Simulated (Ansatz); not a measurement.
Working through an equation of state with a fit of AgBr, space group Fm-3m

Computed with Ansatz 0.2.0, Python API.

The cells in order, each with its output:

**Cell 1**
```python
from dataclasses import dataclass

import ansatz as az
import numpy as np
from pymatgen.analysis.eos import EOS
```

**Cell 2**
```python
@dataclass(frozen=True)
class RunConfig:
    scf_tol: float = 1e-10
    occupations: str = "fermi_dirac"
    sigma: float = 0.02
    cutoff: int = 600
    kmesh: tuple[int, ...] = (6, 6, 6)
```

**Cell 3**
```python
opts = RunConfig()
```

**Cell 4**
```python
VECTORS = np.array([
    [0.0, 2.87015, 2.87015],
    [2.87015, 0.0, 2.87015],
    [2.87015, 2.87015, 0.0],
])
SITES = [
    ("Ag", (0.0, 0.0, 0.0)),
    ("Br", (0.5, 0.5, 0.5)),
]
```

**Cell 5**
```python
def build(cell):
    crystal = az.Crystal(lattice=az.Lattice.of(cell))
    for symbol, position in SITES:
        crystal = crystal.atom(symbol, position)
    return crystal
```

**Cell 6**
```python
volumes, energies = [], []
for scale in np.linspace(0.95, 1.07, 5):
    cell = VECTORS * scale ** (1 / 3)
    base = (
        build(cell).calculation()
        .scf(tolerance=opts.scf_tol)
        .occupations(opts.occupations, width=opts.sigma)
        .functional(az.Functional.R2SCAN)
        .pseudopotentials("paw")
        .basis(opts.cutoff)
        .kpoints(*opts.kmesh)
    )
    report = base.run().report
    volumes.append(abs(np.linalg.det(cell)) / len(SITES))
    energies.append(report["free_energy_ev"] / len(SITES))
    print(f"V = {volumes[-1]:8.4f} A^3/atom  F = {energies[-1]:.5f} eV/atom")
```
Output:
```text
V =  22.4614 A^3/atom  F = -5198.83733 eV/atom
V =  23.1707 A^3/atom  F = -5198.85122 eV/atom
V =  23.8800 A^3/atom  F = -5198.85740 eV/atom
V =  24.5894 A^3/atom  F = -5198.85716 eV/atom
V =  25.2987 A^3/atom  F = -5198.85158 eV/atom
```

**Cell 7**
```python
for form in ["pourier_tarantola", "vinet"]:
    fit = EOS(eos_name=form).fit(volumes, energies)
    print(f"{form:18s} V0 {fit.v0:8.4f} A^3/atom  B0 {fit.b0_GPa:7.1f} GPa  B1 {fit.b1:5.2f}")
```
Output:
```text
pourier_tarantola  V0  24.1996 A^3/atom  B0    45.5 GPa  B1  5.36
vinet              V0  24.2002 A^3/atom  B0    45.4 GPa  B1  5.28
```

A third-order Birch-Murnaghan fit through the 5 points (the script's own form differs a little) has its minimum at 24.20 Å³ an atom, 2.4 % above the typed cell, with a bulk modulus of 45 GPa and dB/dP = 5.2. From that minimum the energy rises by 20.7 meV an atom on the compressed side and 6.4 meV on the expanded side.

Total energies depend on the potentials; only differences at equal settings carry meaning. Of the deposited cell: the entry's cell lengths or inner coordinates differ somewhat from later room-temperature determinations. The starting cell is as deposited in a crystallographic database; the results hold for this polymorph, which needn't be the stable one. Wall time of the script: 27 s on 1 thread of Arm Neoverse N1 (shared host), peak memory 0.58 GiB.
